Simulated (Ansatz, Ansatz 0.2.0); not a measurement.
# Bare Sommerfeld coefficient of La₂Au₂Cd from LDA, PBEsol and r2SCAN: why no enhancement factor can yet be extracted

## Experimental context

The reference is "Antiferromagnetic ordering in heavy fermion system Ce2Au2Cd" (2005, arXiv:cond-mat/0509703), in which the lanthanum compound has an electronic specific heat coefficient of 6 ± 5 mJ/(mol K²). It was obtained by relaxation calorimetry on a polycrystal made by induction melting in a sealed tantalum tube. The uncertainty is nearly as large as the value, so the measurement fixes little more than the order of magnitude. The tetragonal lattice constants, a = 8.092 Å and c = 4.0027 Å, come from X-ray diffraction on an earlier sample; the cell constants found in the paper itself agree with them within error. The temperature of the diffraction measurement is not given with the values.

| compared with | measured | source's wording or label | method |
| --- | --- | --- | --- |
| γ (mJ/(mol K²)) | 6 ± 5 | 6 ± 5 mJ/mol K2 | relaxation calorimetry |
| a (Å) | 8.092 ± 0.001 | 809.2 pm | X-ray diffraction |
| c (Å) | 4.0027 ± 0.0009 | 400.27 pm | X-ray diffraction |

Conditions are those given with the value in the passage it was taken from; "not stated" means there, and the paper may say more elsewhere. The values are a selection: others may have been left out beforehand as unlike or outlying.

## Aim and plan

We want the bare Sommerfeld coefficient γ, which follows from the density of states at the Fermi level. The measured coefficient also contains the electron-phonon and other many-body enhancement, so the bare value should lie below it, and the ratio of the two gives 1 + λ. We set no target in per cent. The measured interval runs from 1 to 11 mJ/(mol K²): a bare value above it would contradict the experiment, whereas one inside it leaves the order of the two, and with it λ, undecided.

The model is the ordered ten-atom cell with two formula units, without spin polarisation, as suits a lanthanum compound with no local 4f moments. Spin-orbit coupling is left out, although with gold and lanthanum present it can move the density of states at the Fermi level by tens of per cent.

Since the calorimetry can hardly discriminate between levels of theory, we lean on internal checks: how γ responds to the k mesh, to the cell and to the functional. The lattice constants serve as a second, much sharper comparison. The starting cell is itself a computed one, and its a of 8.155 Å is 0.063 Å longer than measured, while c agrees. Our relaxed cells are static; thermal and zero-point motion should lengthen the real ones by roughly a few tenths of a per cent. We begin with LDA on a coarse mesh and add cost only where the results call for it.

Plain PBE isn't shown in this study.

System: La2Au2Cd, tetragonal Mo2FeB2 type; P4/mbm (No. 127), 10 atoms in the primitive cell; the database structure is a structure relaxed by earlier theory (a GGA or r2SCAN, not named), not a measurement: a = 8.155 Å, c = 4.003 Å; structure from the Materials Project.

## 1. LDA on a coarse mesh

A full LDA relaxation on a 2×2×4 mesh, with the density of states on a mesh twice as dense, gives a first γ and a first cell at little cost. We expect the cell to come out too small, as is usual for LDA, and we regard γ as provisional, because the density of states at the Fermi level converges slowly with the mesh where bands are flat.

**Run 1.** Ansatz 0.2.0: LDA, cell and atoms relaxed in a first step at this level from the database structure (its input isn't shown), PAW set soft_2, cutoff 420 eV (default), 2x2x4 k mesh, Gaussian smearing 0.1 eV; density of states on a mesh twice as dense, bare value read at that mesh's own Fermi level (tetrahedra).

Key lines of the input:
```
crystal:
  # lattice and atoms
kpoints:
  mp_grid: { grid: [2, 2, 4] }
hamiltonian:
  xc: lda
scf:
  occupations: { method: gaussian, width: 0.1 }
  n_extra_bands: 20
output:
  forces: true
  stress: true
  dos: { de: 0.005, nscf_kmesh: { grid: [4, 4, 8] } }
```

Command:
```
ansatz run input.yaml --threads 4 --pin off --max-ram 16384MiB --backend cpu --events-out ev --progress --plain --runs-dir out
```

Selected lines of the output:
```
Basis set: ecut = 420 eV, 4853 PW (Γ) [...]
k-points: 9 of 16
# tetrahedron_fermi_ev = 14.713877
```

Converged; 60 s on 4 cores of Arm Neoverse V1, shared host.

| quantity | run 1 | measured | deviation |
| --- | --- | --- | --- |
| γ (mJ/(mol K²)) | 9.79 | 6 ± 5 | +3.79 (+63.1 %) |
| a (Å) | 7.947 | 8.092 ± 0.001 | −0.145 (−1.8 %) |
| c (Å) | 3.9272 | 4.0027 ± 0.0009 | −0.0755 (−1.9 %) |
| N(E_F) per formula unit (states/eV) | 4.152 |  |  |
| conventional cell volume (Å³) | 248.02 |  |  |
| pressure (GPa) | 0.0011 |  |  |

The bare γ of 9.79 mJ/(mol K²) lies above the measured central value of 6, the wrong order for an enhancement 1 + λ greater than one. It is still inside the measured interval, so nothing is contradicted yet, but no λ can be drawn from the pair.

The cell is too small by 1.8 % in a and 1.9 % in c. Thermal and zero-point expansion would account for only a minor part of that; the rest has the sign and size of the usual LDA overbinding. The contraction is nearly isotropic, so the c/a ratio is well reproduced.

## 2. The same functional on a denser mesh

Before the functional is changed, the mesh has to be tested. We repeat the LDA relaxation on a 4×4×8 mesh, which also doubles the mesh for the density of states in each direction. We expect the lattice constants to move little and γ to move more, since it depends on the bands in a narrow window at the Fermi level.

**Run 2.** Ansatz 0.2.0: LDA, cell and atoms relaxed in a first step at this level from the database structure (its input isn't shown), PAW set soft_2, cutoff 420 eV (default), 4x4x8 k mesh, Gaussian smearing 0.1 eV; density of states on a mesh twice as dense, bare value read at that mesh's own Fermi level (tetrahedra).

Key lines of the input:
```
crystal:
  # lattice and atoms
kpoints:
  mp_grid: { grid: [4, 4, 8] }
hamiltonian:
  xc: lda
scf:
  occupations: { method: gaussian, width: 0.1 }
  n_extra_bands: 20
output:
  forces: true
  stress: true
  dos: { de: 0.005, nscf_kmesh: { grid: [8, 8, 16] } }
```

Selected lines of the output:
```
Basis set: ecut = 420 eV, 4885 PW (Γ) [...]
k-points: 30 of 128
NSCF: frozen V_eff on 135 k-points
# tetrahedron_fermi_ev = 14.700893
```

Converged; wall time 3.3 min.

| quantity | run 2 | measured | deviation |
| --- | --- | --- | --- |
| γ (mJ/(mol K²)) | 10.40 | 6 ± 5 | +4.40 (+73.4 %) |
| a (Å) | 7.924 | 8.092 ± 0.001 | −0.168 (−2.1 %) |
| c (Å) | 3.9529 | 4.0027 ± 0.0009 | −0.0498 (−1.2 %) |
| N(E_F) per formula unit (states/eV) | 4.414 |  |  |
| conventional cell volume (Å³) | 248.21 |  |  |
| pressure (GPa) | 0.0016 |  |  |

The denser mesh raises γ from 9.79 to 10.40 mJ/(mol K²), further from the measured central value and close to the upper end of the interval at 11. The change is modest beside the experimental uncertainty, but two meshes do not establish convergence.

We had expected the lattice constants to move little, and that holds only for the volume. The axis a shrinks by 0.023 Å while c grows by about 0.026 Å, so the good c/a ratio of the first run was a product of the coarse mesh. LDA now errs by −2.1 % in a and −1.2 % in c.

## 3. LDA in the larger database cell

The LDA cell is clearly too small, and γ may suffer from that. We therefore keep the functional and compute γ in the database cell, which is longer than the measured one in a and nearly equal to it in c, with only the atoms relaxed. The density of states is taken on a 4×4×8 mesh, so the fair partner is the first run, which used the same mesh for that step. A larger cell should narrow the bands and raise γ; this would put the bare value still further above the measured central value.

**Run 3.** Ansatz 0.2.0: LDA, atoms relaxed in a first step at this level (its input isn't shown) in the database cell, PAW set soft_2, cutoff 420 eV (default), 4x4x8 k mesh, Gaussian smearing 0.1 eV; density of states on the SCF mesh, bare value read at that mesh's own Fermi level (tetrahedra).

Key lines of the input, as changed from run 1:
```diff
  kpoints:
-   mp_grid: { grid: [2, 2, 4] }
+   mp_grid: { grid: [4, 4, 8] }
```

Selected lines of the output:
```
NSCF: frozen V_eff on 30 k-points
  P = ⅓ Tr σ = -4.8256 GPa (-48.256 kbar)
# tetrahedron_fermi_ev = 13.485508
```

Converged; wall time 85 s. Warnings: another step: stress_scf_threshold_loose.

| quantity | run 3 | measured | deviation |
| --- | --- | --- | --- |
| γ (mJ/(mol K²)) | 10.98 | 6 ± 5 | +4.98 (+83.0 %) |
| N(E_F) per formula unit (states/eV) | 4.657 |  |  |
| pressure (GPa) | −4.8256 |  |  |

In the database cell γ is 10.98 mJ/(mol K²), against 9.79 in the first run with the same mesh for the density of states. The rise has the expected sign, although the two runs also differ in the mesh of the self-consistent step. The contracted LDA cell is therefore an unlikely reason for the bare value to exceed the measured centre, but the rise is only about twice the change between the two LDA meshes, so its size is uncertain. The value now lies just below the upper end of the measured interval, too close to it to carry any weight.

The pressure of −4.8256 GPa shows how strongly LDA would contract this cell. The warning was raised in another step, not in the one from which γ is read.

## 4. PBEsol with its own relaxed cell

A functional that gives a better cell by itself would spare us the choice between a contracted cell and a borrowed one. PBEsol is still semilocal and usually corrects much of the LDA overbinding in metals. We relax cell and atoms on the 4×4×8 mesh and take the density of states on the mesh twice as dense, as in the second run, so that the two can be compared directly. We expect lattice constants nearer to the measured ones and a γ somewhat above the 10.40 of LDA.

**Run 4.** Ansatz 0.2.0: PBEsol, cell and atoms relaxed in a first step at this level from the database structure (its input isn't shown), PAW set soft_2, cutoff 420 eV (default), 4x4x8 k mesh, Gaussian smearing 0.1 eV; density of states on a mesh twice as dense, bare value read at that mesh's own Fermi level (tetrahedra).

Key lines of the input, as changed from run 2:
```diff
  hamiltonian:
-   xc: lda
+   xc: pbesol
```

Selected lines of the output:
```
NSCF: frozen V_eff on 135 k-points
  P = ⅓ Tr σ = 0.0166 GPa (0.166 kbar)
# tetrahedron_fermi_ev = 14.315785
```

Converged; wall time 3 min.

| quantity | run 4 | measured | deviation |
| --- | --- | --- | --- |
| γ (mJ/(mol K²)) | 10.30 | 6 ± 5 | +4.30 (+71.7 %) |
| a (Å) | 8.024 | 8.092 ± 0.001 | −0.068 (−0.8 %) |
| c (Å) | 3.9750 | 4.0027 ± 0.0009 | −0.0277 (−0.7 %) |
| N(E_F) per formula unit (states/eV) | 4.370 |  |  |
| conventional cell volume (Å³) | 255.92 |  |  |
| pressure (GPa) | 0.0166 |  |  |

PBEsol brings the cell to within 0.8 % of experiment in a and 0.7 % in c, with the two axes now short by nearly the same fraction. Thermal and zero-point expansion can account for part of what remains.

The coefficient did not follow our expectation. At 10.30 mJ/(mol K²) it is slightly below the 10.40 of LDA on the same meshes, although the cell is larger. The difference is smaller than the change of 0.61 between the two LDA meshes, so we read no order of the functionals from it. What the pair does show is that a much better cell leaves the bare value above the measured centre and inside the interval.

## 5. r2SCAN as a test of the functional

LDA and PBEsol are closely related, and their agreement on γ says little about errors they share. The meta-GGA r2SCAN treats exchange and correlation differently, which makes it a more independent test. It costs more per step and uses a higher cutoff, but for ten atoms this is acceptable. The meshes stay as they were for PBEsol. We expect a larger cell than with PBEsol; for γ we have no firm expectation of the sign, and a value below 6 mJ/(mol K²) would be needed to restore the physical order with the measured centre.

**Run 5.** Ansatz 0.2.0: r2SCAN, cell and atoms relaxed in a first step at this level from the database structure (its input isn't shown), PAW set soft_2, cutoff 500 eV (default), 4x4x8 k mesh, Gaussian smearing 0.1 eV; density of states on a mesh twice as dense, bare value read at that mesh's own Fermi level (tetrahedra).

Key lines of the input, as changed from run 2:
```diff
  hamiltonian:
-   xc: lda
+   xc: r2scan
```

Selected lines of the output:
```
Basis set: ecut = 500 eV, 6759 PW (Γ) [...]
NSCF: frozen V_eff on 135 k-points
# tetrahedron_fermi_ev = 13.841166
```

Converged; 2.9 min on 4 cores of Arm Neoverse V2, shared host.

| quantity | run 5 | measured | deviation |
| --- | --- | --- | --- |
| γ (mJ/(mol K²)) | 10.20 | 6 ± 5 | +4.20 (+70.0 %) |
| a (Å) | 8.164 | 8.092 ± 0.001 | +0.072 (+0.9 %) |
| c (Å) | 4.0003 | 4.0027 ± 0.0009 | −0.0024 (−0.1 %) |
| N(E_F) per formula unit (states/eV) | 4.327 |  |  |
| conventional cell volume (Å³) | 266.59 |  |  |
| pressure (GPa) | 0.0028 |  |  |

With r2SCAN γ is 10.20 mJ/(mol K²), so the more independent functional does not restore the physical order with the measured centre either. On the same k meshes, and each in its own relaxed cell, the three functionals span only 0.20 mJ/(mol K²), while their cell volumes run from 248.21 to 266.59 Å³. This agreement does not test what they have in common, above all the missing spin-orbit coupling.

The cell is larger than with PBEsol, as we expected, but not uniformly better. The axis c agrees with experiment to 0.1 %, whereas a is 0.9 % too long, and thermal and zero-point expansion would lengthen it further.

## Overview

| run | settings | γ (mJ/(mol K²)) | a (Å) | c (Å) | cost |
| --- | --- | --- | --- | --- | --- |
| 1 | LDA, cutoff 420 eV (default), 2x2x4 k mesh, density of states on a mesh twice as dense | 9.79 | 7.947 | 3.9272 | 4 core-min |
| 2 | LDA, cutoff 420 eV (default), 4x4x8 k mesh, density of states on a mesh twice as dense | 10.40 | 7.924 | 3.9529 | 13 core-min |
| 3 | LDA, cutoff 420 eV (default), 4x4x8 k mesh, density of states on the SCF mesh | 10.98 | – | – | 5.6 core-min |
| 4 | PBEsol, cutoff 420 eV (default), 4x4x8 k mesh, density of states on a mesh twice as dense | 10.30 | 8.024 | 3.9750 | 12 core-min |
| 5 | r2SCAN, cutoff 500 eV (default), 4x4x8 k mesh, density of states on a mesh twice as dense | 10.20 | 8.164 | 4.0003 | 12 core-min |
|  | measured | 6 ± 5 | 8.092 ± 0.001 | 4.0027 ± 0.0009 |  |

## Assessment

The comparison is undecided. The bare γ should lie below the measured one, but PBEsol, the level on which we rest the result, gives 10.30 mJ/(mol K²) against 6 ± 5. The order is wrong for the central value, yet an equally good measurement could reverse it. No meaningful 1 + λ follows: the central values give a ratio of 0.58, which is unphysical for an enhancement, and even the upper end of the measured interval gives only about 1.1.

PBEsol cost 12 core-minutes. We prefer it for its cell, which is short by 0.8 % in a and 0.7 % in c; thermal and zero-point expansion would reduce both deficits, whereas it would add to the excess in a found with r2SCAN. For γ alone it has no demonstrated advantage over LDA, and the calorimetry cannot rank the functionals.

The denser mesh was the most useful step: it raised the LDA value by about 0.6 mJ/(mol K²) and exposed a misleading c/a ratio. The LDA run in the database cell added little, because its density of states came from the coarser mesh.

The agreement of the three functionals within 0.20 mJ/(mol K²) does not exclude a shared error. Spin-orbit coupling could shift γ by tens of per cent, with a sign we cannot predict, and convergence beyond the denser mesh is not shown in this report. Electron-phonon enhancement cannot explain the excess, since it would raise the measured value. The largest known uncertainty is that of the calorimetry; a more precise measurement of γ, and a calculation with spin-orbit coupling, are needed before λ can be extracted.

[Logs are printed without paths, hosts, clocks, repeated set-up lines and the standing remarks that a program may print on its own settings, such as how far it seeks lower states.]

[The runs shown are a pick from a larger set of finished runs; failed, doubtful and other runs were left out of it ahead of writing. So were measured values far from every level or from commonly accepted values, and agreement can look better than it is. Lines of input and output are excerpts and may be shortened.]
